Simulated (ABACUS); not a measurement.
# MnSb (P6_3/mmc) in ABACUS: reference runs

Reference runs on MnSb: the cell as given and a disturbed copy.

Program: ABACUS 3.10.1. These are calculated values, not measurements. Logs are shortened: lines on timing, memory, paths and dates and some standing lists are left out, and cuts for length are marked.

## 1. The structure

Symmetry: P6_3/mmc, No. 194, hexagonal system. Conventional cell: a = 4.150 Å, b = 4.150 Å, c = 5.780 Å, α = 90.00°, β = 90.00°, γ = 120.00°. Sb (site symmetry -6m2) is surrounded by 6 Mn at 2.80 Å. Around Mn (site symmetry -3m) lie 6 Sb at 2.80 Å and 2 Mn at 2.89 Å.

## 2. Single point, PBE, collinear spin, ferromagnetic start

File INPUT:

```
INPUT_PARAMETERS
suffix              MnSb
calculation         scf
basis_type          pw
pseudo_dir          ./
symmetry            1
dft_functional      pbe
ecutwfc             97
pseudo_rcut         10
nspin               2
nbands              40
ks_solver           dav
smearing_method     fd
smearing_sigma      0.00367493
scf_thr             1e-08
scf_nmax            100
mixing_type         broyden
mixing_beta         0.4
cal_force           1
cal_stress          1
kpar                4
```

File STRU:

```
ATOMIC_SPECIES
Sb 121.7600 Sb.upf
Mn 54.9380 Mn.upf

LATTICE_CONSTANT
1.8897261246

LATTICE_VECTORS
4.1500000000 0.0000000000 0.0000000000
-2.0750000000 3.5940054257 0.0000000000
0.0000000000 0.0000000000 5.7800000000

ATOMIC_POSITIONS
Direct

Sb
0.0
2
0.6666666667 0.3333333333 0.7500000000 1 1 1 mag 0
0.3333333333 0.6666666667 0.2500000000 1 1 1 mag 0

Mn
0.0
2
0.0000000000 0.0000000000 0.5000000000 1 1 1 mag 4
0.0000000000 0.0000000000 0.0000000000 1 1 1 mag 4
```

File KPT:

```
K_POINTS
0
Gamma
7 7 5 0 0 0
```

Potentials or basis: PseudoDojo NC SR 0.4.1 PBE standard, plane waves.

On the command line:

```bash
$ OMP_NUM_THREADS=1 mpirun -np 4 abacus > log
```

running log:

```text
ABACUS v3.10.1

               Atomic-orbital Based Ab-initio Computation at UStc

 ------------------------------------------------------------------------------------

 READING GENERAL INFORMATION
                           global_out_dir = OUT.MnSb/
                           global_in_card = INPUT
                               pseudo_dir = ./
                              orbital_dir =
                                    DSIZE = 4
                                    GSIZE = 1

 READING UNITCELL INFORMATION
                                    ntype = 2
                  lattice constant (Bohr) = 1.88973
              lattice constant (Angstrom) = 1

 READING ATOM TYPE 1
                               atom label = Sb
                      L=0, number of zeta = 1
                      L=1, number of zeta = 1
                      L=2, number of zeta = 1
             number of atom for this type = 2
               magnetization of element 1 = 0

 READING ATOM TYPE 2
                               atom label = Mn
                      L=0, number of zeta = 1
                      L=1, number of zeta = 1
                      L=2, number of zeta = 1
             number of atom for this type = 2
               magnetization of element 2 = 4

                        TOTAL ATOM NUMBER = 4
DIRECT COORDINATES
    atom                   x                   y                   z     mag                  vx                  vy                  vz
taud_Sb1            0.6666666667        0.3333333333        0.7500000000  0.0000        0.0000000000        0.0000000000        0.0000000000
taud_Sb2            0.3333333333        0.6666666667        0.2500000000  0.0000        0.0000000000        0.0000000000        0.0000000000
taud_Mn1            0.0000000000        0.0000000000        0.5000000000  4.0000        0.0000000000        0.0000000000        0.0000000000
taud_Mn2            0.0000000000        0.0000000000        0.0000000000  4.0000        0.0000000000        0.0000000000        0.0000000000

                          Volume (Bohr^3) = 581.77
                             Volume (A^3) = 86.2093

 Lattice vectors: (Cartesian coordinate: in unit of a_0)
                +4.15                  +0                  +0
               -2.075            +3.59401                  +0
                   +0                  +0               +5.78
 Reciprocal vectors: (Cartesian coordinate: in unit of 2 pi/a_0)
            +0.240964           +0.139121                  -0
                   -0           +0.278241                  -0
                   +0                  -0            +0.17301
 The esolver type has been set to : ksdft_pw

                PAO radial cut off (Bohr) = 10

 Read in pseudopotential file is Sb.upf
                     pseudopotential type = NC
          exchange-correlation functional = PBE
                 nonlocal core correction = 1
                        valence electrons = 15
                                     lmax = 2
                           number of zeta = 3
                     number of projectors = 6
                           L of projector = 0
[... 5 lines left out ...]
                PAO radial cut off (Bohr) = 10

 Read in pseudopotential file is Mn.upf
                     pseudopotential type = NC
          exchange-correlation functional = PBE
                 nonlocal core correction = 1
                        valence electrons = 15
                                     lmax = 2
                           number of zeta = 4
[... 5 lines left out ...]
                           L of projector = 2
                           L of projector = 2
     initial pseudo atomic orbital number = 38
 The readin total magnetization is 8

 SETUP THE ELECTRONS NUMBER
            electron number of element Sb = 15
      total electron number of element Sb = 30
            electron number of element Mn = 15
      total electron number of element Mn = 30
            AUTOSET number of electrons:  = 60
                           occupied bands = 30
                                   NBANDS = 40
                                   NLOCAL = 36

%%%%%%%%%%%%%%%%%%%%%%%%%%%%%%%%%%%%%%%%%%%%%%%%%%%%%%%%%%%%%%%%%%%%%%%%%%%%%%%%%%%%%%%%%%%%%%%%%%%%%%%%%%
 Warning: the number of valence electrons in pseudopotential > 5 for Sb: [Kr] 4d10 5s2 5p3
 Warning: the number of valence electrons in pseudopotential > 7 for Mn: [Ar] 3d5 4s2
 Pseudopotentials with additional electrons can yield (more) accurate outcomes, but may be less efficient.
 If you're confident that your chosen pseudopotential is appropriate, you can safely ignore this warning.
%%%%%%%%%%%%%%%%%%%%%%%%%%%%%%%%%%%%%%%%%%%%%%%%%%%%%%%%%%%%%%%%%%%%%%%%%%%%%%%%%%%%%%%%%%%%%%%%%%%%%%%%%%

 SETUP THE PLANE WAVE BASIS
 energy cutoff for charge/potential (unit:Ry) = 388
            fft grid for charge/potential = [ 50, 50, 72 ]
                        fft grid division = [ 1, 1, 1 ]
        big fft grid for charge/potential = [ 50, 50, 72 ]
                                     nbxx = 180000
                                     nrxx = 180000

 SETUP PLANE WAVES FOR CHARGE/POTENTIAL
                    number of plane waves = 75135
                         number of sticks = 1651

 PARALLEL PW FOR CHARGE/POTENTIAL
[... 76 lines left out ...]
                                    ibrav = 4
                       right hand lattice = 1
                        ROTATION MATRICES = 24
                               nkstot_ibz = 24
K-POINTS REDUCTION ACCORDING TO SYMMETRY
     IBZ    DIRECT_X    DIRECT_Y    DIRECT_Z  WEIGHT  ibz2bz
       1  0.00000000  0.00000000  0.00000000  0.0041       0
       2 -0.14285714  0.14285714  0.00000000  0.0245       1
       3 -0.28571429  0.28571429  0.00000000  0.0245       2
       4 -0.42857143  0.42857143  0.00000000  0.0245       3
       5 -0.14285714  0.28571429  0.00000000  0.0245       8
       6 -0.28571429  0.42857143  0.00000000  0.0490       9
[... 16 lines left out ...]
      23  0.42857143  0.42857143  0.40000000  0.0490     108
      24  0.42857143  0.28571429  0.40000000  0.0490     114

                               nkstot now = 24
[... K-POINTS DIRECT COORDINATES: 24 rows ...]

           k-point number in this process = 6
       minimum distributed K point number = 6
[... stars of the k points ...]
                             nks(nspin=2) = 12
                          nkstot(nspin=2) = 48

[... K-POINTS CARTESIAN COORDINATES: 12 rows ...]

[... K-POINTS DIRECT COORDINATES: 12 rows ...]

 SETUP PLANE WAVES FOR WAVE FUNCTIONS
     energy cutoff for wavefunc (unit:Ry) = 97
              fft grid for wave functions = [ 50, 50, 72 ]
                    number of plane waves = 10529
                         number of sticks = 439

 PARALLEL PW FOR WAVE FUNCTIONS
     PROC   COLUMNS(POT)             PW
        1            439          10529
 --------------- sum -------------------
        1            439          10529

 SETUP NONLOCAL PSEUDOPOTENTIALS IN PLANE WAVE BASIS
 Sb non-local projectors:
 projector 1 L=0
 projector 2 L=0
 projector 3 L=1
 projector 4 L=1
 projector 5 L=2
 projector 6 L=2
 Mn non-local projectors:
 projector 1 L=0
 projector 2 L=0
 projector 3 L=1
 projector 4 L=1
 projector 5 L=2
 projector 6 L=2
      TOTAL NUMBER OF NONLOCAL PROJECTORS = 72

 Init Non-Local PseudoPotential table :
 Init Non-Local-Pseudopotential done.

                                     npwx = 9391

 Make real space PAO into reciprocal space.
       max mesh points in Pseudopotential = 1001
     dq(describe PAO in reciprocal space) = 0.01
                                    max q = 1186

 number of pseudo atomic orbitals for Sb is 3
WARNING: norm of atomic wavefunction # 3 of atomic type Sb is 0.999907, renormalized

 number of pseudo atomic orbitals for Mn is 4
WARNING: norm of atomic wavefunction # 4 of atomic type Mn is 0.999871, renormalized

 -------------------------------------------
 SELF-CONSISTENT
 -------------------------------------------
                                 init_chg = atomic

 PW ALGORITHM --------------- ION=   1  ELEC=   1--------------------------------

 Notice: Threshold on eigenvalues was too large.
 hsover_error=0.6 > DRHO=0.517551
 Origin diag ethr = 0.01
 New diag ethr = 0.000862585
          total magnetism (Bohr mag/cell) = 6.29859
       absolute magnetism (Bohr mag/cell) = 7.00049
                        nelec for spin up = 33.1493
                      nelec for spin down = 26.8507

 Density error is 0.515406214997
                          Error Threshold = 0.000862585312662
----------------------------------------------------------
     Energy           Rydberg                 eV
----------------------------------------------------------
 E_KohnSham     -799.3320528223      -10875.4705124205
 E_Harris       -789.5163138770      -10741.9205326831
 E_Fermi        0.8632331788         11.7448899348
----------------------------------------------------------
[... 151 lines left out ...]
 Density error is 5.00446946457e-09
                          Error Threshold = 2.7615623564e-11
----------------------------------------------------------
     Energy           Rydberg                 eV
----------------------------------------------------------
 E_KohnSham     -799.5029898795      -10877.7962303974
 E_KS(sigma->0) -799.5022936510      -10877.7867577222
 E_Harris       -799.5028809903      -10877.7947488842
 E_band         -60.2760398965       -820.0975954672
 E_one_elec     -368.7241651249      -5016.7496359911
 E_Hartree      214.4358549694       2917.5494830854
 E_xc           -164.3723158153      -2236.4000885433
 E_Ewald        -480.8409714517      -6542.1770435981
 E_entropy(-TS) -0.0013924571        -0.0189453504
 E_descf        0.0000000000         0.0000000000
 E_exx          0.0000000000         0.0000000000
 E_Fermi        0.9116625267         12.4038050156
----------------------------------------------------------

 charge density convergence is achieved
 final etot is -10877.79623 eV
 EFERMI = 12.403805016 eV

 STATE ENERGY(eV) AND OCCUPATIONS    NSPIN == 2
SPIN UP :
 1/6 kpoint (Cartesian) = 0.0000 0.0000 0.0000 (9383 pws)
       1       -68.6535     0.00408163
       2       -68.6465     0.00408163
       3       -37.6072     0.00408163
       4       -37.6072     0.00408163
       5       -37.5996     0.00408163
       6       -37.5996     0.00408163
[... 242 lines left out ...]
      39        18.6085    6.26391e-56
      40        19.3984    8.62941e-63

SPIN DOWN :
[... levels at 6 further k points ...]

------------------------------------------------------------------------------------------
 TOTAL-FORCE (eV/Angstrom)
------------------------------------------------------------------------------------------
                       Sb1         0.0000000000         0.0000000000         0.0000000000
                       Sb2         0.0000000000         0.0000000000         0.0000000000
                       Mn1         0.0000000000         0.0000000000         0.0000000000
                       Mn2         0.0000000000         0.0000000000         0.0000000000
------------------------------------------------------------------------------------------

----------------------------------------------------------------
 TOTAL-STRESS (KBAR)
----------------------------------------------------------------
       -18.2691328912        -0.0000000000         0.0000000000
        -0.0000000000       -18.2691328913         0.0000000000
         0.0000000000         0.0000000000       -26.6380977354
----------------------------------------------------------------
 TOTAL-PRESSURE: -21.058788 KBAR

 --------------------------------------------
 !FINAL_ETOT_IS -10877.7962303973963571 eV
 --------------------------------------------
```

It took 95 s on 4 MPI ranks of Intel Xeon Platinum 8488C (Sapphire Rapids), shared host; peak memory 1.2 GiB.

What came out:

* Free energy: -10877.7962 eV
* Pressure: -2.1 GPa
* Band gap on the k mesh: none (metal or under the smearing width)
* Net moment: 6.87 μB per cell
* Absolute moment: 7.79 μB per cell

Stress tensor (GPa, compression positive):
```
-1.83  0.00  0.00
 0.00 -1.83  0.00
 0.00  0.00 -2.66
```

Levels at points of the mesh, in eV from the Fermi level:
Spin up:
| k point | band 29 | band 30 | band 31 | band 32 | band 33 | band 34 | band 35 | band 36 | band 37 | band 38 |
| --- | --- | --- | --- | --- | --- | --- | --- | --- | --- | --- |
| (0.00, 0.00, 0.00) | -2.03 | -2.03 | -0.68 | 0.47 | 0.47 | 2.19 | 2.19 | 2.60 | 2.98 | 4.26 |
Spin down:
| k point | band 25 | band 26 | band 27 | band 28 | band 29 | band 30 |
| --- | --- | --- | --- | --- | --- | --- |
| (0.00, 0.00, 0.00) | 0.09 | 0.09 | 0.39 | 0.39 | 0.50 | 0.50 |

Caveat: only a ferromagnetic start was run, and an antiferromagnetic order may lie lower in energy.

(Part 1 of 2 ends here.)
